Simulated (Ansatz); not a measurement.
MgO (Fm-3m)

Theory: DFT PBE, scalar-relativistic, plane waves, PAW (Ansatz 0.2.0).

Settings: cutoff 420 eV, Γ-centred mesh 10×10×10 on the computed 2-atom cell, Gaussian smearing of 0.02 eV; no spin polarisation.

The structure is relaxed at this level of theory with its symmetry kept, and needn't be the ground state of this composition.

```cif
data_structure
_symmetry_space_group_name_H-M 'P 1'
_symmetry_Int_Tables_number 1
_cell_length_a 3.0078
_cell_length_b 3.0078
_cell_length_c 3.0078
_cell_angle_alpha 60.000
_cell_angle_beta 60.000
_cell_angle_gamma 60.000
_cell_volume 19.24
loop_
_atom_site_label
_atom_site_type_symbol
_atom_site_fract_x
_atom_site_fract_y
_atom_site_fract_z
_atom_site_occupancy
Mg1 Mg 0.00000 0.00000 0.00000 1
O1 O 0.50000 0.50000 0.50000 1
```

```json
{
 "Space group": "Fm-3m (No. 225)",
 "Volume per atom": "64.9 bohr³",
 "Formation energy from the elements' standard states (uncorrected)": "-2.685 eV/atom",
 "Kohn–Sham band gap": "4.46 eV",
 "Orbital (Löwdin) character of the top 1 eV of the valence band": "O 2p 98 %",
 "Orbital (Löwdin) character of the lowest 1 eV of the conduction band": "Mg 3s 56 %, O 2s 33 %, O 2p 10 %",
 "Bader charge by site (e)": "Mg (1 in the cell) 1.72, O (1 in the cell) -1.72"
}
```

The cell was reached from a generator's guess, though it ends in a space group that the Crystallography Open Database lists for this formula. Kohn–Sham gaps at this level usually fall short of measured ones. Löwdin shares on free-atom orbitals overweight diffuse shells in the empty bands.
